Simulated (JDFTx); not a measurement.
Runs of JDFTx 1.7.0 (patched build) on Fe. It takes space group Im-3m (No. 229, cubic). The conventional cell has a = 2.886 Å, b = 2.886 Å, c = 2.886 Å, α = 90.00°, β = 90.00°, γ = 90.00°. Around Fe (site symmetry m-3m) lie 8 Fe at 2.50 Å. 

| task | level | potentials or basis | cell | k mesh | cutoff (eV) | SCF threshold on the energy | further solve for the empty bands | local potential set to -Z/r beyond | pseudo rcut | mesh quality | gap on the mesh (eV) | pressure (GPa) | moment (μB) | relaxed volume (Å³/atom) |
| --- | --- | --- | --- | --- | --- | --- | --- | --- | --- | --- | --- | --- | --- | --- |
| relaxation of cell and atoms | PBE | PseudoDojo-SR-PBE-0.5-standard | relaxed | 8 × 8 × 8 | 1225 | 1e-10 Ha | no | - | - | coarse | none | 0.0 | 2.38 | 11.60 |
| relaxation of cell and atoms | PBE | SPMS-PBE-1.0 with smoothed tails | relaxed | 8 × 8 × 8 | 1361 | 1e-09 Ha | no | 6 bohr | 6 | coarse | none | 0.0 | 2.36 | (a) |
| relaxation of cell and atoms | PBE+D3(BJ) | PseudoDojo-SR-PBE-0.5-standard | relaxed | 13 × 13 × 13 | 1225 | 1e-09 Ha | no | - | - | not flagged | none | 0.0 | 2.17 | 11.10 |
| relaxation of cell and atoms | PBE | Ansatz-NC-SR-PBE with smoothed tails | relaxed | 8 × 8 × 8 | 1225 | 1e-09 Ha | no | 6 bohr | 6 | coarse | none | 0.0 | 2.33 | (c) |
| single point | LDA | PseudoDojo-SR-LDA-0.4.1-standard | as given | 8 × 8 × 8 | 1225 | 1e-09 Ha | no | - | - | coarse | none | (b) | 2.36 | - |
| single point | PBEsol | PseudoDojo-SR-PBEsol-0.4.1-standard with smoothed tails | as given | 13 × 13 × 13 | 1225 | 1e-09 Ha | yes | 6 bohr | 6 | not flagged | none | -15.6 | 2.38 | - |
| relaxation of cell and atoms | PBE | PseudoDojo-SR-PBE-0.5-stringent with smoothed tails | relaxed | 8 × 8 × 8 | 1605 | 1e-09 Ha | no | 6 bohr | 6 | coarse | none | 0.0 | 2.35 | (d) |
| relaxation of cell and atoms | PBE | PseudoDojo-SR-PBE-0.5-standard with smoothed tails | relaxed | 8 × 8 × 8 | 1225 | 1e-09 Ha | no | 6 bohr | 6 | coarse | none | 0.0 | 2.38 | 11.59 |

Alike in all rows: spin collinear, ferromagnetic start; smearing fermi-dirac 0.05 eV.

Problem. Fill in the values left out.

Solution. (a) 11.62; (b) -23.0; (c) 11.52; (d) 11.55.

Caveats: some runs use coarse meshes; so large a pressure means that the cell lies far from this level's equilibrium, or that cutoff or potentials fall short (some runs); the plane waves are those of the starting cell, so after so large a change of volume the result is rough (some runs); pairwise dispersion overbinds metals, which lowers pressure and volume (some runs).

A k mesh can miss the band edges.

A gap of «none» marks a metal or a gap under the smearing width.

Not every run made on this cell is shown here.
